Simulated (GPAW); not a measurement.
The system is Ti.

```
CELL_PARAMETERS angstrom
2.95000 0.00000 0.00000
-1.47500 2.55477 0.00000
0.00000 0.00000 4.68000
ATOMIC_POSITIONS crystal
Ti 0.66667 0.33333 0.75000
Ti 0.33333 0.66667 0.25000
```

```yaml
Program: GPAW 26.7.0
Task: relaxation of cell and atoms
Functional: BLYP
Dispersion: D4
Potentials_or_basis: PAW data sets generated in the run's folder for this functional
Cutoff: 600 eV
Basis: pw
k_mesh: 10 × 10 × 6
Occupations: fermi-dirac, width 0.05 eV
Spin: no spin polarisation
```

At the start: pressure -3.1 GPa; volume 17.64 Å³/atom.

Task: How do energy, volume and symmetry change on relaxing?

Result: Over 12 steps the energy falls by 2.7 meV/atom and the volume is 17.14 Å³/atom (-2.8 %); space group P6_3/mmc (No. 194, to 0.05 Å).

The path:
```csv
step,energy change (eV),largest force (eV/Å),pressure (GPa),volume (Å³)
1,0.0000,0.0000,-3.10,35.27
2,-0.0023,0.0000,-2.58,35.09
3,-0.0050,0.0000,-1.60,34.76
4,-0.0054,0.0000,-0.29,34.35
5,-0.0023,0.0000,1.10,33.94
6,-0.0025,0.0000,1.05,33.95
7,-0.0028,0.0001,0.95,33.98
8,-0.0033,0.0000,0.81,34.02
9,-0.0038,0.0000,0.63,34.07
10,-0.0044,0.0000,0.42,34.14
11,-0.0049,0.0000,0.20,34.20
12,-0.0053,0.0000,-0.03,34.27
```

Final structure:
```
Ti
1.0
     2.92680    0.00000    0.00000
    -1.46340    2.53468    0.00000
     0.00000    0.00000    4.61982
Ti
2
Direct
  0.66667 0.33333 0.75000
  0.33333 0.66667 0.25000
```

Caveat: later steps reuse the first step's grids; pairwise dispersion overbinds metals, which lowers pressure and volume.
